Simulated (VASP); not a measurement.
# PbS (Galena) (Fm-3m) in VASP: notebook

The runs below take PbS (Galena) through phonons, band structure, with r2SCAN, B3LYP, TPSSh.

Program: VASP 6.6.1. These are calculated values, not measurements. Logs are shortened: lines on timing, memory, paths and dates and some standing lists are left out, and cuts for length are marked.

### 1 Starting point

It takes space group Fm-3m (No. 225, cubic). The conventional cell has a = 5.931 Å, b = 5.931 Å, c = 5.931 Å, α = 90.00°, β = 90.00°, γ = 90.00°. Around Pb (site symmetry m-3m) lie 6 S at 2.97 Å. S (site symmetry m-3m) is surrounded by 6 Pb at 2.97 Å.

### 2 Phonons, r2SCAN

POSCAR

```
PbS
1.0
    0.0000000000      2.9657500000      2.9657500000
    2.9657500000      0.0000000000      2.9657500000
    2.9657500000      2.9657500000      0.0000000000
Pb S
1 1
Direct
    0.0000000000      0.0000000000      0.0000000000
    0.5000000000      0.5000000000      0.5000000000
```

INCAR.step1

```
SYSTEM = PbS
ALGO = Normal
EDIFF = 1E-8
EDIFFG = -0.002
ENCUT = 600
IBRION = 2
ISIF = 3
ISMEAR = 0
LASPH = .True.
LCHARG = .False.
LMIXTAU = .True.
LREAL = .False.
LWAVE = .False.
METAGGA = R2SCAN
NELM = 80
NSW = 40
PREC = Accurate
SIGMA = 0.05
```

INCAR.step2

```
SYSTEM = PbS
ALGO = Normal
EDIFF = 1E-8
ENCUT = 600
IBRION = 6
ISIF = 2
ISMEAR = 0
LASPH = .True.
LCHARG = .False.
LMIXTAU = .True.
LREAL = .False.
LWAVE = .False.
METAGGA = R2SCAN
NELM = 80
NFREE = 2
NSW = 1
POTIM = 0.015
PREC = Accurate
SIGMA = 0.05
```

KPOINTS

```
k-points
0
Gamma
  6 6 6
  0 0 0
```

Potentials or basis: VASP PAW PBE potentials, release 64 (Pb_d, S).

Command:

```
$ cat potpaw_PBE.64/Pb_d/POTCAR potpaw_PBE.64/S/POTCAR > POTCAR
$ cp INCAR.step1 INCAR
$ mpirun -np 1 vasp_std > vasp.out
$ cp CONTCAR POSCAR
$ cp INCAR.step2 INCAR
$ mpirun -np 1 vasp_std > vasp.out
```

OUTCAR:

```text
SYSTEM = PbS
   EDIFF = 1E-8
   ENCUT = 600
   IBRION = 6
   ISIF = 2
   ISMEAR = 0
   LASPH = .True.
   LREAL = .False.
   METAGGA = R2SCAN
   NELM = 80
   NFREE = 2
   NSW = 1
   POTIM = 0.015
   PREC = Accurate

 ion  position               nearest neighbor table
   1  0.000  0.000  0.000-   2 2.99   2 2.99   2 2.99   2 2.99   2 2.99   2 2.99
   2  0.500  0.500  0.500-   1 2.99   1 2.99   1 2.99   1 2.99   1 2.99   1 2.99

  LATTYP: Found a face centered cubic cell.
 ALAT       =     5.9746231779

  Lattice vectors:

 A1 = (   0.0000000000,   2.9873115889,   2.9873115889)
 A2 = (   2.9873115889,   0.0000000000,   2.9873115889)
 A3 = (   2.9873115889,   2.9873115889,   0.0000000000)

Analysis of symmetry for initial positions (statically):
=====================================================================
 Subroutine PRICEL returns:
 Original cell was already a primitive cell.

 Routine SETGRP: Setting up the symmetry group for a
 face centered cubic supercell.

 Subroutine GETGRP returns: Found 48 space group operations
 (whereof 48 operations were pure point group operations)
 out of a pool of 48 trial point group operations.

The static configuration has the point symmetry O_h .

Analysis of symmetry for dynamics (positions and initial velocities):
=====================================================================
 Subroutine PRICEL returns:
 Original cell was already a primitive cell.

 Routine SETGRP: Setting up the symmetry group for a
 face centered cubic supercell.

 Subroutine GETGRP returns: Found 48 space group operations
 (whereof 48 operations were pure point group operations)
 out of a pool of 48 trial point group operations.

The dynamic configuration has the point symmetry O_h .

 Subroutine INISYM returns: Found 48 space group operations
 (whereof 48 operations are pure point group operations),
 and found     1 'primitive' translations

----------------------------------------------------------------------------------------

                                     Primitive cell

  volume of cell :      53.3177

  direct lattice vectors                    reciprocal lattice vectors
[... 271 lines left out ...]
--------------------------------------- Ionic step        5  -------------------------------------------

 number of electron      20.0000001 magnetization

 Free energy of the ion-electron system (eV)
  ---------------------------------------------------
  ext. energy  EPLUGINS =         0.00000000
  ---------------------------------------------------
  free energy    TOTEN  =       -65.61362332 eV

  energy without entropy =      -65.61362332  energy(sigma->0) =      -65.61362332

 E-fermi :   5.6205     XC(G=0): -10.1457

 val. band max:        5.3926462060   @ k =   0.5000   0.0000   0.0000
 cond. band min:       6.0978730293   @ k =   0.5000   0.0000   0.0000
 fundamental gap:      0.7052268233
 Fermi energy:         5.6204511486

 k-point     1 :       0.0000    0.0000    0.0000
  band No.  band energies     occupation
      1     -12.0020      2.00000
      2     -12.0019      2.00000
      3     -12.0019      2.00000
      4     -11.9855      2.00000
      5     -11.9855      2.00000
      6      -8.6006      2.00000
      7      -0.7322      2.00000
      8       3.1940      2.00000
      9       3.1945      2.00000
     10       3.1945      2.00000
     11      10.9043      0.00000
     12      10.9043      0.00000
     13      10.9065      0.00000
     14      12.6066      0.00000
[... 377 lines left out ...]
      1     -12.0767      2.00000
      2     -11.9924      2.00000
      3     -11.9895      2.00000
      4     -11.9712      2.00000
      5     -11.9590      2.00000
      6      -7.0648      2.00000
      7      -2.9504      2.00000
      8       0.9361      2.00000
      9       2.7893      2.00000
     10       3.4902      2.00000
     11       8.3498      0.00000
     12       9.0880      0.00000
     13      10.4992      0.00000
     14      13.0679      0.00000

 [... further k-points ...]
[... 5 lines left out ...]
  --------------------------------------------------------------------------------------
  -------------------------------------------------------------------------------------
  Total        0.0057747      0.0030874      0.0030874      0.0000000      0.0000000      0.0000000
  in kB        0.1735264      0.0927758      0.0927758      0.0000000      0.0000000      0.0000000
  external PRESSURE =       0.1196927 kB  Pullay stress =       0.0000000 kB
[... 17 lines left out ...]
  FREE ENERGIE OF THE ION-ELECTRON SYSTEM (eV)
  ---------------------------------------------------
  free  energy   TOTEN  =       -65.6136233237 eV

  energy  without entropy=      -65.6136233237  energy(sigma->0) =      -65.61362332

 INTERNAL STRAIN TENSORS FROM DISPLACED ATOMS
 ============================================

 INTERNAL STRAIN TENSOR FOR ION    1 for displacements in x,y,z  (eV/Angst):
          X           Y           Z          XY          YZ          ZX
  --------------------------------------------------------------------------------
  x     0.00000     0.00000     0.00000     0.00000     0.00000     0.00000
  y     0.00000     0.00000     0.00000     0.00000     0.00000     0.00000
  z     0.00000     0.00000     0.00000     0.00000     0.00000     0.00000

 INTERNAL STRAIN TENSOR FOR ION    2 for displacements in x,y,z  (eV/Angst):
          X           Y           Z          XY          YZ          ZX
  --------------------------------------------------------------------------------
  x     0.00000     0.00000     0.00000     0.00000     0.00000     0.00000
  y     0.00000     0.00000     0.00000     0.00000     0.00000     0.00000
  z     0.00000     0.00000     0.00000     0.00000     0.00000     0.00000

 Eigenvectors and eigenvalues of the dynamical matrix
 ----------------------------------------------------

   1 f  =    0.964596 THz     6.060738 2PiTHz   32.175473 cm-1     3.989248 meV
             X         Y         Z           dx          dy          dz
      0.000000  0.000000  0.000000     0.000000    0.307216   -0.213056
      2.987312  2.987312  2.987312    -0.000000   -0.762142    0.528550
[... 21 lines left out ...]
   6 f/i=    0.008077 THz     0.050748 2PiTHz    0.269414 cm-1     0.033403 meV
             X         Y         Z           dx          dy          dz
      0.000000  0.000000  0.000000     0.000000   -0.128390   -0.918554
      2.987312  2.987312  2.987312     0.000000   -0.051753   -0.370264

 ELASTIC MODULI CONTR FROM IONIC RELAXATION (kBar)
 Direction    XX          YY          ZZ          XY          YZ          ZX
 --------------------------------------------------------------------------------
 XX           0.0000      0.0000      0.0000      0.0000      0.0000      0.0000
 YY           0.0000      0.0000      0.0000      0.0000      0.0000      0.0000
 ZZ           0.0000      0.0000      0.0000      0.0000      0.0000      0.0000
 XY           0.0000      0.0000      0.0000      0.0000      0.0000      0.0000
 YZ           0.0000      0.0000      0.0000      0.0000      0.0000      0.0000
 ZX           0.0000      0.0000      0.0000      0.0000      0.0000      0.0000
 --------------------------------------------------------------------------------
```

OSZICAR.step1:

```text
N       E                     dE             d eps       ncg     rms          rms(c)
DAV:   1     0.106676727452E+03    0.10668E+03   -0.10765E+04   448   0.168E+03
DAV:   2    -0.559861442215E+02   -0.16266E+03   -0.15822E+03   484   0.377E+02
DAV:   3    -0.702770780777E+02   -0.14291E+02   -0.13472E+02   568   0.110E+02
[... 55 lines left out ...]
DAV:  14    -0.656134607569E+02    0.57606E-07   -0.65847E-10   242   0.485E-04    0.194E-04
DAV:  15    -0.656134607784E+02   -0.21518E-07   -0.38332E-10   242   0.298E-04    0.564E-05
DAV:  16    -0.656134607096E+02    0.68805E-07   -0.29733E-10   242   0.351E-04    0.115E-05
DAV:  17    -0.656134607206E+02   -0.10973E-07   -0.43396E-11   242   0.117E-04    0.718E-06
DAV:  18    -0.656134607176E+02    0.29381E-08   -0.17123E-11   242   0.902E-05
   3 F= -.65613461E+02 E0= -.65613461E+02  d E =-.465984E-02
```

Run time: 10 min. Hardware: 1 thread of Intel Xeon Platinum 8259CL at 2.50GHz (Skylake/Cascade Lake), shared host; peak memory 0.24 GiB.

What came out:

* Relaxed volume: 26.66 Å³/atom
* Relaxed cell: a = 4.225 Å, b = 4.225 Å, c = 4.225 Å, α = 60.00°, β = 60.00°, γ = 60.00°
* Space group after relaxing (to 0.05 Å): Fm-3m (No. 225)
* Highest phonon frequency at Γ, LO-TO splitting left out: 32 cm⁻¹

The path:
```csv
step,energy change (eV),largest force (eV/Å),pressure (GPa),volume (Å³)
1,0.0000,0.0000,1.33,52.17
2,-0.0038,0.0000,-0.54,53.82
3,-0.0047,0.0000,0.00,53.32
```

Final structure:
```
Pb S
1.0
     0.00000    2.98731    2.98731
     2.98731    0.00000    2.98731
     2.98731    2.98731    0.00000
Pb S
1 1
Cartesian
  0.0000 0.0000 0.0000
  2.9873 2.9873 2.9873
```

Phonon frequencies in cm⁻¹ (negative: imaginary):
```csv
q point,frequencies
"(0.000, 0.000, 0.000)",0 0 0 32 32 32
```

Caveat: the PAW data sets were made with another functional, which shifts forces and pressure a little. Spin-orbit coupling is left out, which matters for the levels of Pb.

### 3 Band structure, B3LYP

POSCAR is that of step 2.

INCAR.step1

```
SYSTEM = PbS
ALGO = Normal
EDIFF = 1E-5
ENCUT = 520
GGA = PE
ISIF = 2
ISMEAR = -1
LASPH = .True.
LCHARG = .False.
LREAL = .False.
LWAVE = .True.
NBANDS = 17
NELM = 60
PREC = Accurate
SIGMA = 0.05
```

INCAR.step2

```
SYSTEM = PbS
AEXX = 0.2
AGGAC = 0.81
AGGAX = 0.72
ALDAC = 0.19
ALGO = Normal
EDIFF = 1E-6
ENCUT = 520
GGA = B3
HFRCUT = -1
ISIF = 2
ISMEAR = -1
ISTART = 1
LASPH = .True.
LCHARG = .False.
LHFCALC = .True.
LREAL = .False.
LWAVE = .False.
NBANDS = 17
NELM = 60
PREC = Accurate
PRECFOCK = Fast
SIGMA = 0.05
```

KPOINTS

```
k-points
0
Gamma
  4 4 4
  0 0 0
```

KPOINTS_OPT

```
path GXWKGLUWLK,UX
8
line-mode
reciprocal
 0.0000000000  0.0000000000  0.0000000000  G
 0.5000000000  0.0000000000  0.5000000000  X

 0.5000000000  0.0000000000  0.5000000000  X
 0.5000000000  0.2500000000  0.7500000000  W

 0.5000000000  0.2500000000  0.7500000000  W
 0.3750000000  0.3750000000  0.7500000000  K

 0.3750000000  0.3750000000  0.7500000000  K
 0.0000000000  0.0000000000  0.0000000000  G

 0.0000000000  0.0000000000  0.0000000000  G
 0.5000000000  0.5000000000  0.5000000000  L

 0.5000000000  0.5000000000  0.5000000000  L
 0.6250000000  0.2500000000  0.6250000000  U

 0.6250000000  0.2500000000  0.6250000000  U
 0.5000000000  0.2500000000  0.7500000000  W

 0.5000000000  0.2500000000  0.7500000000  W
 0.5000000000  0.5000000000  0.5000000000  L

 0.5000000000  0.5000000000  0.5000000000  L
 0.3750000000  0.3750000000  0.7500000000  K

 0.6250000000  0.2500000000  0.6250000000  U
 0.5000000000  0.0000000000  0.5000000000  X
```

Potentials or basis: VASP PAW PBE potentials, release 64 (Pb_d, S).

Command:

```
$ cat potpaw_PBE.64/Pb_d/POTCAR potpaw_PBE.64/S/POTCAR > POTCAR
$ cp INCAR.step1 INCAR
$ mpirun -np 1 vasp_std > vasp.out
$ cp INCAR.step2 INCAR
$ mpirun -np 1 vasp_std > vasp.out
```

Run time: 56 min. Hardware: 1 thread of Intel Xeon Platinum 8259CL at 2.50GHz (Skylake/Cascade Lake), shared host; peak memory 0.21 GiB.

It converged, with:

```yaml
Free_energy: -9.9319 eV
Pressure: 4.6 GPa
Band_gap_on_the_k_mesh: 1.32 eV, direct
Band_gap_along_the_path: 1.32 eV, direct
```

Levels at the corners of the path, in eV from the valence-band top:
```tsv
point	band 8	band 9	band 10	band 11	band 12	band 13
Γ	-2.50	-2.50	-2.50	6.35	6.35	6.35
X	-5.71	-3.86	-3.86	5.10	6.87	6.90
X	-5.71	-3.86	-3.86	5.10	6.87	6.90
W	-4.89	-4.89	-1.17	3.14	5.91	5.91
W	-4.89	-4.89	-1.17	3.14	5.91	5.91
K	-5.25	-3.31	-2.75	4.45	5.22	6.31
K	-5.25	-3.31	-2.75	4.45	5.22	6.31
Γ	-2.50	-2.50	-2.50	6.35	6.35	6.35
Γ	-2.50	-2.50	-2.50	6.35	6.35	6.35
L	-2.04	-2.04	0.00	1.32	2.89	2.89
L	-2.04	-2.04	0.00	1.32	2.89	2.89
U	-5.25	-3.31	-2.75	4.45	5.22	6.31
U	-5.25	-3.31	-2.75	4.45	5.22	6.31
W	-4.89	-4.89	-1.17	3.14	5.91	5.91
W	-4.89	-4.89	-1.17	3.14	5.91	5.91
L	-2.04	-2.04	0.00	1.32	2.89	2.89
L	-2.04	-2.04	0.00	1.32	2.89	2.89
K	-5.25	-3.31	-2.75	4.45	5.22	6.31
U	-5.25	-3.31	-2.75	4.45	5.22	6.31
X	-5.71	-3.86	-3.86	5.10	6.87	6.90
```

Caveat: the k mesh is coarse (spacing up to 0.46 Å⁻¹), so the values aren't converged, least of all with exact exchange; the PAW data sets were made with another functional, which shifts forces and pressure a little; spin-orbit coupling is left out, which as a rule narrows the gap of such compounds by several tenths of an eV.

### 4 Band structure, TPSSh

POSCAR is that of step 3.

INCAR.step1

```
SYSTEM = PbS
PREC = Accurate
ENCUT = 520
EDIFF = 1E-5
ISMEAR = -1
SIGMA = 0.05
LREAL = .FALSE.
LASPH = .TRUE.
NELM = 100
ALGO = Normal
ISIF = 2
LWAVE = .TRUE.
LCHARG = .FALSE.
GGA = PE
```

INCAR.step2

```
SYSTEM = PbS
PREC = Accurate
ENCUT = 520
EDIFF = 1E-6
ISMEAR = -1
SIGMA = 0.05
LREAL = .FALSE.
LASPH = .TRUE.
NELM = 100
ALGO = Normal
ISIF = 2
LWAVE = .FALSE.
LCHARG = .FALSE.
METAGGA = TPSS
LHFCALC = .TRUE.
AEXX = 0.1
LMIXTAU = .TRUE.
PRECFOCK = Fast
HFRCUT = -1
ISTART = 1
```

KPOINTS

```
regular mesh
0
G
  4 4 4
  0 0 0
```

KPOINTS_OPT, as its differences from that of step 3:

```diff
@@ -1,3 +1,3 @@
 path GXWKGLUWLK,UX
-8
+12
 line-mode
```

Command:

```
$ cat potpaw_PBE.64/Pb_d/POTCAR potpaw_PBE.64/S/POTCAR > POTCAR
$ cp INCAR.step1 INCAR
$ mpirun -np 1 vasp_std > vasp.out
$ cp INCAR.step2 INCAR
$ mpirun -np 1 vasp_std > vasp.out
```

Run time: 25 min. Hardware: 1 thread of Intel Xeon 6975P-C (Granite Rapids), shared host; peak memory 0.22 GiB.

Results (log left out):

```
Free energy             : -13.9236 eV
Pressure                : 1.4 GPa
Band gap on the k mesh  : 0.77 eV, direct
Band gap along the path : 0.77 eV, direct
```

Levels at the corners of the path, in eV from the valence-band top:
```tsv
point	band 7	band 8	band 9	band 10	band 11	band 12	band 13	band 14
Γ	-6.23	-2.39	-2.39	-2.39	5.95	5.95	5.95	7.32
X	-7.41	-5.61	-3.73	-3.73	4.22	6.27	6.44	6.44
X	-7.41	-5.61	-3.73	-3.73	4.22	6.27	6.44	6.44
W	-8.23	-4.79	-4.79	-1.13	2.77	5.24	5.24	8.87
W	-8.23	-4.79	-4.79	-1.13	2.77	5.24	5.24	8.87
K	-8.28	-5.15	-3.21	-2.67	3.87	4.81	5.69	6.81
K	-8.28	-5.15	-3.21	-2.67	3.87	4.81	5.69	6.81
Γ	-6.23	-2.39	-2.39	-2.39	5.95	5.95	5.95	7.32
Γ	-6.23	-2.39	-2.39	-2.39	5.95	5.95	5.95	7.32
L	-9.25	-1.99	-1.99	0.00	0.77	2.53	2.53	9.15
L	-9.25	-1.99	-1.99	0.00	0.77	2.53	2.53	9.15
U	-8.28	-5.15	-3.21	-2.67	3.87	4.81	5.69	6.81
U	-8.28	-5.15	-3.21	-2.67	3.87	4.81	5.69	6.81
W	-8.23	-4.79	-4.79	-1.13	2.77	5.24	5.24	8.87
W	-8.23	-4.79	-4.79	-1.13	2.77	5.24	5.24	8.87
L	-9.25	-1.99	-1.99	0.00	0.77	2.53	2.53	9.15
L	-9.25	-1.99	-1.99	0.00	0.77	2.53	2.53	9.15
K	-8.28	-5.15	-3.21	-2.67	3.87	4.81	5.69	6.81
U	-8.28	-5.15	-3.21	-2.67	3.87	4.81	5.69	6.81
X	-7.41	-5.61	-3.73	-3.73	4.22	6.27	6.44	6.44
```

Caveat: the k mesh is coarse (spacing up to 0.46 Å⁻¹), so the values aren't converged, least of all with exact exchange; the PAW data sets were made with another functional, which shifts forces and pressure a little; spin-orbit coupling is left out, which as a rule narrows the gap of such compounds by several tenths of an eV.

### 5 The reference run

An earlier run on the cell as given: functional PBEsol; potentials or basis VASP PAW PBE potentials, release 64 (Pb_d, S); cutoff 520 eV; k mesh 8 × 8 × 8; occupations fermi-dirac, width 0.05 eV; no spin polarisation.

- Pressure: -0.9 GPa
- Band gap on the k mesh: 0.25 eV, direct

### 6 Overview

```csv
task,level,cell,k mesh,cutoff (eV),smearing,grid for exact exchange (PRECFOCK),exchange at q = 0,ladder,mesh quality,gap on the mesh (eV),pressure (GPa)
phonons,r2SCAN,relaxed,6 × 6 × 6,600,gaussian 0.05 eV,-,-,-,not flagged,-,-
band structure,B3LYP,as given,4 × 4 × 4,520,fermi-dirac 0.05 eV,Fast,truncated,-,coarse,1.32,4.6
band structure,TPSSh,as given,4 × 4 × 4,520,fermi-dirac 0.05 eV,Fast,truncated,-,coarse,0.77,1.4
single point,PBEsol,as given,8 × 8 × 8,520,fermi-dirac 0.05 eV,-,-,free,not flagged,0.25,-0.9
```

Alike in all rows: potentials or basis VASP PAW PBE potentials, release 64 (Pb_d, S); no spin polarisation.

Caveats: some runs use coarse meshes; the PAW data sets were made with another functional, which shifts forces and pressure a little; spin-orbit coupling is left out, which as a rule narrows the gap of such compounds by several tenths of an eV (some runs).

Total energies depend on the potentials used, so only differences within one code and one set of settings carry meaning.
